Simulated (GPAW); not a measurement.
Wanted: an ASE script for a GPAW 26.7.0 run.

```
Task                      : band structure
Functional                : PBEsol
Potentials or basis       : PAW data sets generated in the run's folder for this functional
Cutoff                    : 600 eV
Basis                     : pw
k mesh                    : 7 × 7 × 7
Occupations               : fermi-dirac, width 0.05 eV
Spin                      : spin-orbit coupling, no magnetisation
Maxiter                   : 150
Band path                 : GPZQGFP1Q1LZ
Band points               : 60
spin axis theta (degrees) : 0
spin axis phi (degrees)   : 0
Soc after scf             : second variation
```

The structure of Te lies in Te.xyz:

```xyz
1
Lattice="2.3059043427 1.3313144930 1.6909537039 -2.3059043427 1.3313144930 1.6909537039 0.0000000000 -2.6626289860 1.6909537039" Properties=species:S:1:pos:R:3 pbc="T T T"
Te     0.0000000000      0.0000000000      2.5364305558
```

This isn't the form of Te at room conditions, which is trigonal, of chains.

These files were run (other wordings do the same):

run.py

```python
import numpy as np
from ase.dft.bandgap import bandgap
from ase.io import read, write
from ase.units import Bohr, GPa
from gpaw import GPAW, PW, setup_paths
from gpaw.elf import elf_from_dft_calculation
from gpaw.spinorbit import soc_eigenstates

setup_paths.insert(0, '.')

atoms = read('Te.xyz')

calc = GPAW(mode=PW(600),
            xc='PBEsol',
            kpts={'size': (7, 7, 7), 'gamma': True},
            occupations={'name': 'fermi-dirac', 'width': 0.05},
            nbands=9,
            convergence={'density': 1e-05, 'energy': 1e-05},
            maxiter=150,
            txt='gpaw.txt')
atoms.calc = calc
energy = atoms.get_potential_energy()
forces = atoms.get_forces()
stress = atoms.get_stress()
calc.write('gs.gpw')
write('result.traj', atoms)
print(f'Energy: {energy:.6f} eV')
print('Forces (eV/A):')
print(forces.round(4))
print('Stress (GPa):', (stress / GPa).round(3))
print('Fermi level:', round(calc.get_fermi_level(), 4), 'eV')
print(f'Gap: {bandgap(calc)[0]:.4f} eV, direct: {bandgap(calc, direct=True)[0]:.4f} eV')

# fields on the real-space grid
write('density.cube', atoms, data=calc.get_pseudo_density() * Bohr**3)
write('potential.cube', atoms, data=calc.get_electrostatic_potential())
write('elf.cube', atoms, data=elf_from_dft_calculation(calc).data)

path = atoms.cell.bandpath('GPZQGFP1Q1LZ', npoints=60, eps=1e-4)
bs_calc = calc.fixed_density(kpts=path, symmetry='off', nbands=17,
                             convergence={'bands': 'CBM+6.0', 'eigenstates': 1e-6}, txt='bands.txt')
bs = bs_calc.band_structure()
bs.write('bs.json')
print(f'Gap on the path: {bandgap(bs_calc)[0]:.4f} eV')

soc = soc_eigenstates(bs_calc, theta=0, phi=0)
np.savetxt('soc_bands.dat', soc.eigenvalues(), fmt='%.4f')
mesh = soc_eigenstates('gs.gpw', theta=0, phi=0)
np.savetxt('soc_mesh.dat', mesh.eigenvalues(), fmt='%.4f')
print('Fermi level with spin-orbit coupling:', round(mesh.fermi_level, 4), 'eV')
```

Potentials or basis: PAW data sets generated in the run's folder for this functional, pw.

Launch:

```bash
$ gpaw-setup -f PBEsol Te
$ OMP_NUM_THREADS=1 python run.py
```

It gave:

```
Pressure                : -0.9 GPa
Band gap along the path : none (metal or under the smearing width)
```

Caveat: spin-orbit coupling was added after a scalar SCF, so levels and gaps hold it while energy, forces, pressure and moments don't; this program's spin-orbit splittings come out too wide for heavy elements.

Run time: 27 s on 1 thread of Arm Neoverse N1, on a shared host, peak memory 0.18 GiB.
